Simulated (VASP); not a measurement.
Here is a VASP 6.6.1 calculation.

The input INCAR:

```
SYSTEM = BAs
PREC = Accurate ; ENCUT = 520
EDIFF = 1E-7 ; ISMEAR = 0
SIGMA = 0.02 ; LREAL = .False.
LASPH = .True. ; NELM = 60
ALGO = Normal ; ISIF = 2
LWAVE = .False. ; LCHARG = .False.
GGA = PE ; NBANDS = 11
```

File KPOINTS:

```
regular mesh
0
Gamma
  8 8 8
  0 0 0
```

File POSCAR:

```
BAs                                     
1.0
    0.0000000000      2.3590498726      2.3590498726
    2.3590498726      0.0000000000      2.3590498726
    2.3590498726      2.3590498726      0.0000000000
  B               As            
     1     1
Direct
     0.0000000000000000    0.0000000000000000    0.0000000000000000
     0.2500000000000000    0.2500000000000000    0.2500000000000000
```

Potentials or basis: VASP PAW PBE potentials, release 64 (B, As).

Command:

```bash
$ cat potpaw_PBE.64/B/POTCAR potpaw_PBE.64/As/POTCAR > POTCAR
$ mpirun -np 1 vasp_std > vasp.out
```

(1) Estimate the pressure.

(2) Estimate the band gap on the k mesh.

Results:

(1) 9.3 GPa.

(2) 1.15 eV, indirect (least direct gap 3.32 eV).
